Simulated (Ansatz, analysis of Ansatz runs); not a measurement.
## Substitutional P in diamond: charge-transition level, PBE

How near does this set-up come to the measured charge-transition level? Subject: substitutional P in diamond. Set-up: PBE, 64-site cell, measured lattice, 420 eV, k: the single point 1/4 1/4 1/4 then 2x2x2 shifted 0.5 0.5 0.5. The model is a cell of 64 host atoms with 1 C taken out and 1 P put in. The level is the Fermi energy at which two charge states have equal formation energy, after a correction for the images of the charge. The measured lattice removes the functional's error in the volume.

What was measured. (+1/0) level below the conduction-band bottom: 0.6 eV, by known donor activation energy used as empirical marker; method not stated in the paper (quoted in “Hunting the elusive shallow n-type donor – An ab initio study of Li and N co-doped diamond”, 2021, S. Conejeros et al., quoting earlier work (2000)). (+1/0) level below the conduction-band bottom: 0.62 eV, by donor ionization energy (cited; method not stated) (quoted in “Phosphorescence and donor-acceptor pair recombination in laboratory-grown diamonds”, 2023, Jiahui Zhao et al., quoting earlier work (2013)).

Program: Ansatz 0.2.0. Level of theory: plane-wave PAW DFT, PBE; relaxation of all atoms of a defect supercell. Results are calculated unless marked as measured.

Most raw output is cut from this account.

## Step 1: Starting point

The cell holds 64 atoms: 63 C and 1 P. Its edges and angles: a = 7.133 Å, b = 7.133 Å, c = 7.133 Å, α = 90.0°, β = 90.0°, γ = 90.0°. It derives from C (space group Fd-3m). Nearest the centre at fractional (0.375, 0.375, 0.375): P8 at 0.00 Å, C27 at 1.54 Å, C49 at 1.54 Å, C42 at 1.54 Å, C4 at 1.54 Å, C15 at 2.52 Å, C7 at 2.52 Å, C5 at 2.52 Å. The cell carries charge +1.

The host's primitive cell comes from a first run (plane-wave PAW DFT, PBE; relaxation of the host's atoms at the measured cell): vectors of 2.522, 2.522 and 2.522 Å. That is 5.67 Å³ an atom. The supercell is built on it.

## Step 2: Relaxation, charge +1

Every later number rests on the structure around the defect, so the atoms are relaxed at the host's lattice first.

The input, relax0/input.yaml:

```yaml
relax:
  f_tol: 0.02
  max_steps: 80
  random_displacement: { amplitude: 0.05, seed: 276 }
crystal:
  lattice:
    - [7.13348, 0.0, 0.0]
    - [0.0, 7.13348, 0.0]
    - [0.0, 0.0, 7.13348]
  atoms:
    - { symbol: C, position: [0.0, 0.0, 0.25] }
    - { symbol: C, position: [0.0, 0.25, 0.0] }
    - { symbol: C, position: [0.25, 0.0, 0.0] }
    - { symbol: C, position: [0.25, 0.25, 0.25] }
    - { symbol: C, position: [0.125, 0.125, 0.375] }
    - { symbol: C, position: [0.125, 0.375, 0.125] }
    - { symbol: C, position: [0.375, 0.125, 0.125] }
    - { symbol: P, position: [0.375, 0.375, 0.375] }
    - { symbol: C, position: [0.0, 0.0, 0.75] }
    - { symbol: C, position: [0.0, 0.25, 0.5] }
    - { symbol: C, position: [0.25, 0.0, 0.5] }
    - { symbol: C, position: [0.25, 0.25, 0.75] }
    - { symbol: C, position: [0.125, 0.125, 0.875] }
    - { symbol: C, position: [0.125, 0.375, 0.625] }
    - { symbol: C, position: [0.375, 0.125, 0.625] }
    - { symbol: C, position: [0.375, 0.375, 0.875] }
    - { symbol: C, position: [0.0, 0.5, 0.25] }
    - { symbol: C, position: [0.0, 0.75, 0.0] }
    - { symbol: C, position: [0.25, 0.5, 0.0] }
    - { symbol: C, position: [0.25, 0.75, 0.25] }
    - { symbol: C, position: [0.125, 0.625, 0.375] }
    - { symbol: C, position: [0.125, 0.875, 0.125] }
    - { symbol: C, position: [0.375, 0.625, 0.125] }
    - { symbol: C, position: [0.375, 0.875, 0.375] }
    - { symbol: C, position: [0.0, 0.5, 0.75] }
    - { symbol: C, position: [0.0, 0.75, 0.5] }
    - { symbol: C, position: [0.25, 0.5, 0.5] }
    - { symbol: C, position: [0.25, 0.75, 0.75] }
    - { symbol: C, position: [0.125, 0.625, 0.875] }
    - { symbol: C, position: [0.125, 0.875, 0.625] }
    - { symbol: C, position: [0.375, 0.625, 0.625] }
    - { symbol: C, position: [0.375, 0.875, 0.875] }
    - { symbol: C, position: [0.5, 0.0, 0.25] }
    - { symbol: C, position: [0.5, 0.25, 0.0] }
    - { symbol: C, position: [0.75, 0.0, 0.0] }
    - { symbol: C, position: [0.75, 0.25, 0.25] }
    - { symbol: C, position: [0.625, 0.125, 0.375] }
    - { symbol: C, position: [0.625, 0.375, 0.125] }
    - { symbol: C, position: [0.875, 0.125, 0.125] }
    - { symbol: C, position: [0.875, 0.375, 0.375] }
    - { symbol: C, position: [0.5, 0.0, 0.75] }
    - { symbol: C, position: [0.5, 0.25, 0.5] }
    - { symbol: C, position: [0.75, 0.0, 0.5] }
    - { symbol: C, position: [0.75, 0.25, 0.75] }
    - { symbol: C, position: [0.625, 0.125, 0.875] }
    - { symbol: C, position: [0.625, 0.375, 0.625] }
    - { symbol: C, position: [0.875, 0.125, 0.625] }
    - { symbol: C, position: [0.875, 0.375, 0.875] }
    - { symbol: C, position: [0.5, 0.5, 0.25] }
    - { symbol: C, position: [0.5, 0.75, 0.0] }
    - { symbol: C, position: [0.75, 0.5, 0.0] }
    - { symbol: C, position: [0.75, 0.75, 0.25] }
    - { symbol: C, position: [0.625, 0.625, 0.375] }
    - { symbol: C, position: [0.625, 0.875, 0.125] }
    - { symbol: C, position: [0.875, 0.625, 0.125] }
    - { symbol: C, position: [0.875, 0.875, 0.375] }
    - { symbol: C, position: [0.5, 0.5, 0.75] }
    - { symbol: C, position: [0.5, 0.75, 0.5] }
    - { symbol: C, position: [0.75, 0.5, 0.5] }
    - { symbol: C, position: [0.75, 0.75, 0.75] }
    - { symbol: C, position: [0.625, 0.625, 0.875] }
    - { symbol: C, position: [0.625, 0.875, 0.625] }
    - { symbol: C, position: [0.875, 0.625, 0.625] }
    - { symbol: C, position: [0.875, 0.875, 0.875] }
  host:
    repeats: [2, 2, 2]
    atoms:
      - { symbol: C, position: [0.0, 0.0, 0.5] }
      - { symbol: C, position: [0.0, 0.5, 0.0] }
      # ... 6 more atoms of the perfect host
total_charge: 1
basis:
  ecutwfc: 420
  xc_grid: 2
hamiltonian:
  xc: pbe
kpoints:
  mp_grid: { grid: [1, 1, 1], shift: [0.25, 0.25, 0.25] }
scf:
  occupations: { method: fermi_dirac, width: 0.01 }
  max_iter: 120
output:
  forces: true
  charged_corrections:
    epsilon: 5.84
    static_epsilon: 5.84
    defect_position: [0.375, 0.375, 0.375]
checkpoint:
  write: "../relax0.run"
  compress: false
  write_wavefunctions: true
  write_every: 100000
```

Started as:

```
> ansatz run input.yaml --threads 2 --pin off --max-ram 3768MiB --backend cpu --events-out ev --progress --plain --runs-dir out
```

Run time: 26 s. Hardware: 2 threads of Arm Neoverse V2, shared host; peak memory 0.68 GiB.

Step by step:

```tsv
step	energy less that of the first step (eV)	largest force component (eV/Å)
1	0.0000	7.4030
2	-4.9636	3.2053
3	-6.2409	0.3627
4	-6.2524	0.1036
5	-6.2528	0.0367
6	-6.2528	0.0043
```

The atoms that moved most (Å, from the sites as typed, ahead of the random displacement, the mean shift of all atoms taken out):

```tsv
atom	dx	dy	dz	length
C4	-0.091	-0.091	-0.091	0.157
C27	-0.087	0.087	0.087	0.151
C42	0.087	-0.087	0.087	0.151
C49	0.087	0.087	-0.087	0.151
C31	0.000	0.030	0.029	0.042
C53	0.029	0.030	0.000	0.042
C46	0.029	0.000	0.029	0.042
C37	0.029	-0.028	0.004	0.040
```

Neighbours of P8 at the end:

```tsv
atom	distance (Å)
C49	1.696
C42	1.696
C27	1.696
C4	1.700
C7	2.561
C5	2.561
C6	2.561
C15	2.562
C21	2.562
C14	2.562
C38	2.562
C23	2.562
C37	2.562
C46	2.565
C53	2.565
C31	2.565
```

This step gave:

* free energy: -16567.4528 eV

The other runs of this kind differ in structure, charge or spin alone:

```tsv
run	outcome	energy less the first (eV)	moment (μB)	time
relaxation, charge +1	converged	0.0000	0.00	26 s
relaxation, charge 0	converged	17.9398	1.00	2 min
```

The relaxation ends 98 meV an atom lower than the displaced start, with a largest force component of 0.0043 eV/Å.

## Step 3: Single point, charge +1

The relaxed structure is kept, and the final numbers are taken at the final level and k-points.

This step: plane-wave PAW DFT, PBE; single point of a defect supercell.

The input, point0/input.yaml:

```yaml
crystal:
  lattice:
    - [7.13348, 0.0, 0.0]
    - [0.0, 7.13348, 0.0]
    - [0.0, 0.0, 7.13348]
  atoms:
    - { symbol: C, position: [-0.0027002, -0.001273028, 0.248589762] }
    - { symbol: C, position: [-0.002697726, 0.250399159, -0.003084799] }
[... 1 atom line left out ...]
    - { symbol: C, position: [0.23661359, 0.238042502, 0.236234442] }
    - { symbol: C, position: [0.120362504, 0.121798542, 0.373562002] }
[... 1 atom line left out ...]
    - { symbol: C, position: [0.373945261, 0.12179695, 0.119983906] }
    - { symbol: P, position: [0.374230714, 0.375659336, 0.373847166] }
[... 5 atom lines left out ...]
    - { symbol: C, position: [0.120483508, 0.376279258, 0.62806159] }
    - { symbol: C, position: [0.374842332, 0.121918454, 0.62806415] }
[... 11 atom lines left out ...]
    - { symbol: C, position: [0.237104411, 0.513030983, 0.511219772] }
[... 3 atom lines left out ...]
    - { symbol: C, position: [0.374374268, 0.629906417, 0.628087271] }
[... 5 atom lines left out ...]
    - { symbol: C, position: [0.628449968, 0.121910948, 0.374455016] }
[... 4 atom lines left out ...]
    - { symbol: C, position: [0.511597518, 0.238536408, 0.511206637] }
[... 3 atom lines left out ...]
    - { symbol: C, position: [0.628469511, 0.375812665, 0.6280878] }
[... 2 atom lines left out ...]
    - { symbol: C, position: [0.51159117, 0.513019137, 0.236719036] }
[... 14 atom lines left out ...]
    - { symbol: C, position: [0.874467051, 0.875897765, 0.874083085] }
  host:
    repeats: [2, 2, 2]
    atoms:
      - { symbol: C, position: [0.0, 0.0, 0.5] }
      - { symbol: C, position: [0.0, 0.5, 0.0] }
      # ... 6 more atoms of the perfect host
total_charge: 1
basis:
  ecutwfc: 420
  xc_grid: 2
hamiltonian:
  xc: pbe
kpoints:
  mp_grid: { grid: [2, 2, 2], shift: [0.5, 0.5, 0.5] }
scf:
  occupations: { method: fermi_dirac, width: 0.01 }
  max_iter: 120
output:
  forces: true
  charged_corrections:
    epsilon: 5.84
    static_epsilon: 5.84
    defect_position: [0.375, 0.375, 0.375]
  eigenvalues: true
checkpoint:
  read: "../relax0.run"
  write: "../point0.run"
  compress: false
  write_wavefunctions: true
  write_every: 100000
```

Wall time 25 s (2 threads); peak memory 0.97 GiB; 50 s of CPU time.

This step gave:

```
free energy : -16567.4440 eV
```

The other runs of this kind differ in structure, charge or spin alone:

```tsv
run	outcome	energy less the first (eV)	moment (μB)	time
single point, charge +1	converged	0.0000	0.00	25 s
single point, charge 0	converged	17.9915	1.00	58 s
```

## Step 4: Charge-transition levels

A charged cell feels its images and has its own zero of potential; this step corrects both and places the level between the host's band edges.

This step: place-levels on PBE runs: charge-transition levels with image-charge correction and potential alignment at the atomic sites.

The input, levels.yaml:

```yaml
host:
  run: host.point.run
states: [point0.run, point1.run]
geometry_from:
  point0.run: relax0.run
  point1.run: relax1.run
  host.point.run: host.relax.run
```

Started as:

```
> ansatz place-levels levels.yaml -- --threads 2 --pin off --max-ram 3768MiB
```

Run time: 0.13 s. Hardware: 2 threads.

Numbers from this step:

```yaml
gap: 4.087 eV
```

## Step 5: Results

```json
{
  "static dielectric constant used": "5.8",
  "band gap of the host": "4.09 eV",
  "(plus 1/0) level below the conduction-band bottom": "0.19 eV",
  "time of the whole chain": "4 min on 2 threads"
}
```

(+1/0) level below the conduction-band bottom: computed 0.19 eV, measured 0.6 eV and 0.62 eV; 0.41 eV shallower than the nearest measurement. The level is counted in a gap of 4.09 eV, and the correction is screened by a dielectric constant of 5.8 from a linear-response run on the host (PBE). The bound state has a long tail, so in cells of 64 to 216 sites the impurity band still disperses by tenths of an eV and the level moves with cell and k-points. Levels hang on the band edges, which semilocal functionals place too close together. Limits: the periodic copies of the defect are only 7.1 Å apart.

[Logs are printed without paths, hosts, clocks, repeated set-up lines and the standing remarks that a program may print on its own settings, such as how far it seeks lower states.]

[Hosts, paths, dates, database ids (printed as entryN), source tags and the programs' standing remarks are cut or masked in the printed files.]

[For some hosts the program warned that the k-mesh of the response run may be too coarse for force constants and the static dielectric constant; such warnings are not shown here.]
